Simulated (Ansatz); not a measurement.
# BaZrO3 (Pm-3m) in Ansatz: settings compared, part 2 of 2

Ansatz 0.2.0. Earlier steps stand in the parts before.

## (4) Relaxation of cell and atoms, revPBE+D4

Contents of input.yaml:

```yaml
crystal:
  lattice:
    - [4.19134, 0.0, 0.0]
    - [0.0, 4.19134, 0.0]
    - [0.0, 0.0, 4.19134]
  atoms:
    - { symbol: Ba, position: [0.0, 0.0, 0.0] }
    - { symbol: Zr, position: [0.5, 0.5, 0.5] }
    - { symbol: O, position: [0.5, 0.5, 0.0] }
    - { symbol: O, position: [0.5, 0.0, 0.5] }
    - { symbol: O, position: [0.0, 0.5, 0.5] }
hamiltonian:
  xc: revpbe
  pseudopotentials: { kind: paw }
  dispersion: d4
kpoints:
  mp_grid: { grid: [6, 6, 6] }
scf:
  occupations: { method: fermi_dirac, width: 0.05 }
output:
  forces: true
  stress: true
  write_density: true
  write_potential: true
  elf: true
  volumetric_format: npy
relax:
  f_tol: 0.01
  max_steps: 40
  cell: { stress_tol: 0.05 }
```

Potentials or basis: Ansatz PAW.

Run with:

```sh
$ ansatz run input.yaml --threads 2 --pin off --max-ram 5632MiB --backend cpu --events-out ev --progress --plain --runs-dir out
```

The log of the run:

```text
Warning: RAYON_NUM_THREADS=2 ignored (pool sized by the plan → 2); use --threads N
Engine: ansatz 0.2.0, x86_64-unknown-linux-gnu
Pseudopotentials: kind: paw
Pseudopotential: Ba, paw, valence charge 10, recommended cutoff 420 eV (normal), Ba.paw.azcp
Pseudopotential: Zr, paw, valence charge 12, recommended cutoff 420 eV (normal), Zr.paw.azcp
Pseudopotential: O, paw, valence charge 6, recommended cutoff 420 eV (normal), O.paw.azcp
Functional definition: revPBE
[... 122 lines left out ...]
  k-point 1: bands = ["-37.3935", "-15.6759", "-15.5312", "-15.5312", "-15.4508", "-6.6495", "-6.3645", "-6.1962", "-0.6770", "-0.6770", "-0.6482", "7.8449", "8.2020", "8.2020", "8.5321", "8.5321", "8.5905", "8.8929", "9.4299", "9.4299", "13.0457", "13.5447", "13.5447", "14.9365", "14.9565"]
  k-point 2: bands = ["-37.3921", "-15.8155", "-15.5280", "-15.5280", "-15.3964", "-6.7426", "-6.3544", "-5.7313", "-0.6440", "-0.6440", "-0.5590", "6.7246", "8.0067", "8.0067", "8.1750", "8.1750", "8.2334", "8.2885", "9.3212", "9.3212", "13.2201", "14.7037", "14.7037", "15.7722", "15.8976"]
  k-point 19: bands = ["-37.3858", "-15.7479", "-15.7479", "-15.7479", "-15.4303", "-5.4918", "-5.4918", "-5.4918", "-1.1435", "-1.1435", "-1.1435", "6.0682", "6.0682", "6.2913", "7.2500", "7.2500", "7.2500", "9.7305", "9.7305", "9.7305", "15.7718", "15.7718", "15.7718", "16.6003", "16.6003"]
--- Relaxed structure (4 steps of the walk, 4 accepted, 2 SCFs on fresh bases) ---
  F+E_penalty+E_count = -11861.69466137 eV   max|allowed force component| = 2.072e-29 eV/Å   (the final SCF, on the basis selected at the relaxed cell)
  cell:  # Å, volume = 74.8192 Å³
    - [4.213772041413743, -1.504632769052528e-36, 1.2839532962581572e-34]
    - [-1.2989996239486822e-34, 4.213772041413743, 0.0]
    - [0.0, 0.0, 4.213772041413743]
  atoms:
    - { symbol: Ba, position: [1.9774150596122878e-36, -5.983101536914502e-38, -8.376342158094968e-38] }
    - { symbol: Zr, position: [0.49999999999999994, 0.49999999999999994, 0.49999999999999994] }
    - { symbol: O, position: [0.49999999999999994, 0.49999999999999994, 1.5556064010291147e-37] }
    - { symbol: O, position: [0.49999999999999994, 1.3729157076771705e-47, 0.49999999999999994] }
    - { symbol: O, position: [6.28225661457508e-38, 0.49999999999999994, 0.49999999999999994] }
```

v_z.tsv:

```text
# z_ang	v_es[eV]	v_tot[eV]
# format = ansatz-planar-average/11
# xc	revpbe
# density_cutoff_ev	1680
# datasets	Ba=:simpson_from_first_knot:soft:shift=319462	Zr=:simpson_from_first_knot:soft:shift=254339	O=:simpson_from_first_knot:soft:shift=113481
# lattice	4.213772041	-0.000000000	0.000000000
# lattice	-0.000000000	4.213772041	0.000000000
# lattice	0.000000000	0.000000000	4.213772041
# sites	5
# site	56	0.000000000	-0.000000000	-0.000000000
# site	40	2.106886021	2.106886021	2.106886021
# site	8	2.106886021	2.106886021	0.000000000
# site	8	2.106886021	-0.000000000	2.106886021
# site	8	-0.000000000	2.106886021	2.106886021
0.000000	1.433245e0	-1.037296e1
0.140459	1.804470e0	-9.874218e0
0.280918	2.851581e0	-8.451808e0
0.421377	4.360724e0	-6.371424e0
0.561836	6.165452e0	-3.847424e0
0.702295	7.863573e0	-1.424707e0
[... 22 lines left out ...]
3.932854	2.851581e0	-8.451808e0
4.073313	1.804470e0	-9.874218e0
```

Run time: 6.5 s. Hardware: 2 threads of Intel Xeon Platinum 8375C at 2.90GHz (Ice Lake), shared host; peak memory 0.46 GiB.

Results:

```
Free energy                            : -11861.6947 eV
Relaxed volume                         : 14.96 Å³/atom
Relaxed cell                           : a = 4.214 Å, b = 4.214 Å, c = 4.214 Å, α = 90.00°, β = 90.00°, γ = 90.00°
Space group after relaxing (to 0.05 Å) : Pm-3m (No. 221)
Energy gained by relaxing              : 1.9 meV/atom
Ionic steps                            : 6
Pressure after relaxing                : 0.0 GPa
Band gap on the k mesh                 : 3.24 eV, indirect (least direct gap 3.45 eV)
```

Step by step:
| step | energy change (eV) | largest force (eV/Å) | volume (Å³) |
| --- | --- | --- | --- |
| 1 | 0.0000 | 0.0000 | 73.63 |
| 2 | -0.0021 | 0.0000 | 75.32 |
| 3 | -0.0054 | 0.0000 | 74.79 |
| 4 | -0.0094 | 0.0000 | 74.79 |
| 5 | -0.0093 | 0.0000 | 74.82 |
| 6 | -0.0093 | 0.0000 | 74.82 |

Final structure:
```yaml
crystal:
  lattice:
    - [4.21377, 0.00000, 0.00000]
    - [0.00000, 4.21377, 0.00000]
    - [0.00000, 0.00000, 4.21377]
  atoms:
    - { symbol: Ba, position: [0.00000, 0.00000, 0.00000] }
    - { symbol: Zr, position: [0.50000, 0.50000, 0.50000] }
    - { symbol: O, position: [0.50000, 0.50000, 0.00000] }
    - { symbol: O, position: [0.50000, 0.00000, 0.50000] }
    - { symbol: O, position: [0.00000, 0.50000, 0.50000] }
```

Levels at points of the mesh, in eV from the valence-band top:
```
              k point  band 16  band 17  band 18  band 19  band 20  band 21  band 22  band 23  band 24  band 25
   (0.00, 0.00, 0.00)    -0.97    -0.97    -0.21    -0.21    -0.21     3.24     3.24     3.24     4.81     4.81
  (0.00, 0.00, -0.50)    -1.69    -1.69    -1.58    -0.45    -0.45     3.59     5.63     5.63     6.51     6.75
 (0.00, -0.50, -0.50)    -2.30    -0.90    -0.90    -0.80    -0.05     5.62     5.62     6.44     6.50     7.67
(-0.50, -0.50, -0.50)    -2.48    -2.48     0.00     0.00     0.00     6.04     6.04     6.04     6.87     6.87
```

Caveat: the plane-wave basis is chosen anew once the cell has moved, so the energies of steps on either side of that aren't comparable; the pressure holds a Pulay correction of +0.4 GPa for the finite cutoff; spin-orbit coupling is left out, which moves the levels of the heavy elements; the PAW data sets come from PBE, with cores solved anew for the run's functional, which leaves a small shift of forces and pressure. Expect the measured gap to be larger: semilocal functionals such as revPBE lack the derivative discontinuity.

## (5) The runs side by side

| level | gap on the mesh (eV) | pressure (GPa) | relaxed volume (Å³/atom) |
| --- | --- | --- | --- |
| RPBE+D4 | 3.24 | 0.0 | 15.03 |
| revPBE+D3(BJ) | 3.25 | 0.0 | 14.88 |
| revPBE+D4 | 3.24 | 0.0 | 14.96 |

Alike in all rows: task relaxation of cell and atoms; potentials or basis Ansatz PAW; no spin polarisation; cell relaxed; k mesh 6 × 6 × 6; cutoff (eV) 420; smearing fermi-dirac 0.05 eV.

Caveats: the plane-wave basis is chosen anew once the cell has moved, so the energies of steps on either side of that aren't comparable; spin-orbit coupling is left out, which moves the levels of the heavy elements; the PAW data sets come from PBE, with cores solved anew for the run's functional, which leaves a small shift of forces and pressure.

Total energies depend on the potentials used, so only differences within one code and one set of settings carry meaning.
